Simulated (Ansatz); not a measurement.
Runs of Ansatz 0.2.0 on MoS2. It takes space group R-3m (No. 166, trigonal). Conventional cell: a = 3.171 Å, b = 3.171 Å, c = 18.345 Å, α = 90.00°, β = 90.00°, γ = 120.00°. Mo (site symmetry -3m) is surrounded by 6 S at 2.39 Å. S (site symmetry 3m) has 3 Mo at 2.39 Å as nearest neighbours. Measurements of this composition are mostly on another form, of space group No. 194.

```tsv
task	level	U	cell	k mesh	cutoff (eV)	smearing	hubbard projectors	double counting	points for each segment of the path	mesh quality	gap on the mesh (eV)	pressure (GPa)	largest force (eV/Å)
relaxation of cell and atoms	PBEsol+U	Mo d U = 3 eV	relaxed	10 × 10 × 10	420	fermi-dirac 0.05 eV	ortho-atomic (the default)	fll (the default)	-	not flagged	none	0.0	-
single point	PBEsol	-	as given	10 × 10 × 10	420	gaussian 0.1 eV	-	-	-	not flagged	none	2.9	0.76
band structure	r2SCAN	-	as given	10 × 10 × 10	500	fermi-dirac 0.05 eV	-	-	14	not flagged	none	(b)	0.80
single point	PBE0	-	as given	6 × 6 × 6	420	fermi-dirac 0.05 eV	-	-	-	coarse	none	-	0.47
band structure	LDA	-	as given	10 × 10 × 10	420	fermi-dirac 0.05 eV	-	-	14	not flagged	none	(a)	0.58
```

Alike in all rows: potentials or basis Ansatz PAW; no spin polarisation.

Task: Fill in the values left out.

Result: (a) 0.1; (b) 7.0.

Caveats: some runs use coarse meshes; the PAW data sets come from PBE, with cores solved anew for the run's functional, which leaves a small shift of forces and pressure; the cell's inner coordinates are idealised or old, which leaves forces on the atoms (some runs); the plane-wave basis is chosen anew once the cell has moved, so the energies of steps on either side of that aren't comparable (some runs); U without spin polarisation on a metal has little footing (some runs).

A k mesh can miss the band edges, and the runs leave out spin-orbit coupling on Mo.

A gap of «none» marks a metal or a gap under the smearing width.

Not every run made on this cell is shown here.
